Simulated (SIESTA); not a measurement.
# Au under changes of volume

One of the cells (17.651 Å³/atom); the others are scaled copies at fixed shape and fractional positions:

```
Au
1.0
     1.41131   -2.55593    0.00000
     1.41131    2.55593    0.00000
     0.00000    0.00000    4.89317
Au
2
Direct
  0.33467 0.66533 0.25000
  0.66533 0.33467 0.75000
```

This isn't the form of Au at room conditions, which is fcc.

| Item | Value |
| --- | --- |
| Program | SIESTA 5.4.2 |
| Functional | PBEsol |
| Potentials or basis | PseudoDojo 0.4 standard (PBEsol files) |
| Basis | DZP (energy shift 0.003 Ry; two zetas on semicore shells) |
| Grid cutoff | 800 Ry |
| Energy shift | 0.003 Ry |
| k mesh | 11 × 11 × 6 |
| Occupations | fermi-dirac, width 0.05 eV |
| Spin | no spin polarisation |

```csv
volume (Å³/atom),energy over the lowest point (meV/atom),pressure (GPa),largest force (eV/Å)
16.592,12.99,7.0,0.067
16.945,2.29,2.9,0.056
17.298,0.00,-0.7,0.056
17.651,5.22,-3.9,0.041
18.004,?,?,?
18.357,34.12,-9.1,0.031
18.710,56.48,-11.2,0.022
```

What does the run at 18.004 Å³/atom give?

Energy over the lowest point 16.85 meV/atom; pressure -6.6 GPa; largest force 0.029 eV/Å.

Worked out: A Birch-Murnaghan fit of order 3 (a polynomial in V^(-2/3)) to the other rows has its minimum at 17.22 Å³/atom with B0 = V·E''(V) = 168 GPa and B' = 5.4 at fixed shape and positions, which overstates the stiffness. It gives 16.82 meV/atom at 18.004 Å³/atom, against the run's 16.85, and -dE/dV = -6.6 GPa, against -6.6.

Energies are extrapolated to zero smearing.

Caveats: short orbitals over semicore shells can move pressures by several GPa; the basis of atomic orbitals isn't converged, which shifts pressures, moduli and gaps.
